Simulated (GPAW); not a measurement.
PbS (Galena):

```
CELL_PARAMETERS angstrom
0.00000 2.96575 2.96575
2.96575 0.00000 2.96575
2.96575 2.96575 0.00000
ATOMIC_POSITIONS crystal
Pb 0.00000 0.00000 0.00000
S 0.50000 0.50000 0.50000
```

Program: GPAW 26.7.0. Alike in all runs: cell as given; k mesh 6 × 6 × 6; cutoff (eV) 600; smearing fermi-dirac 0.05 eV.

Task: Order these runs on this cell by their band gap on the k mesh, lowest first.
A. level WC; potentials or basis PAW data sets generated in the run's folder for this functional, pw; spin SOC, no magnetisation; band path GXWKGLUWLK,UX; band points 100; spin axis theta (degrees) 54.7; spin axis phi (degrees) 45
B. level r2SCAN; potentials or basis GPAW PAW data sets (gpaw-data 1.2.1), pw; spin SOC, no magnetisation; band path GXWKGLUWLK,UX; band points 80; spin axis theta (degrees) 90; spin axis phi (degrees) 0
C. level TB-mBJ; potentials or basis GPAW PAW data sets for LDA (gpaw-data 1.2.1), pw; spin off

Result: B (0.04 eV), A (0.37 eV), C (0.97 eV).

Caveats: spin-orbit coupling was added after a scalar SCF, so levels and gaps hold it while energy, forces, pressure and moments don't (some runs); this program's spin-orbit splittings come out too wide for heavy elements (some runs); a model potential gives levels but no total energy (some runs); spin-orbit coupling is left out, which as a rule narrows the gap of such compounds by several tenths of an eV (some runs).

A k mesh can miss the band edges.

Runs at the PBE level aren't shown here.
